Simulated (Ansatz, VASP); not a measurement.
# CdS: VASP beside Ansatz

```
CELL_PARAMETERS angstrom
0.00000 2.77764 2.77764
2.61244 0.00000 2.77764
2.61244 2.77764 0.00000
ATOMIC_POSITIONS crystal
Cd 0.97276 0.02724 0.02724
S 0.52724 0.47276 0.47276
```

Alike in both runs: task single point; functional PBEsol; k mesh 12 × 12 × 12; occupations gaussian, width 0.05 eV; no spin polarisation.

|  | VASP | Ansatz |
| --- | --- | --- |
| version | VASP 6.6.1 | Ansatz 0.2.0 |
| potentials or method | VASP PAW PBE potentials, release 64 (Cd, S) | scalar-relativistic, plane waves, PAW |
| plane-wave cutoff (eV) | 520 | 420 |
| valence electrons in the cell | 18 | 26 |

```tsv
	VASP	Ansatz	Ansatz less VASP
gap on the k mesh at the Fermi level (eV)	0.12	0.13	+0.011
least direct gap on the mesh (eV)	1.48	1.50	+0.022
pressure (GPa)	3.0	2.4	-0.60
largest component of the traceless stress (GPa)	11.90	11.49	-0.408
rms of the force components (eV/Å)	1.040	1.002	-0.0371
```

Atom by atom the forces differ by 0.037 eV/Å (rms over components). The functional is the same, so the differences come from potentials, cutoffs and numerics. The two sets of potentials don't hold the same shells in valence.

Caveats: the PAW data sets were made with another functional, which shifts forces and pressure a little (VASP). A k mesh can miss the band edges.
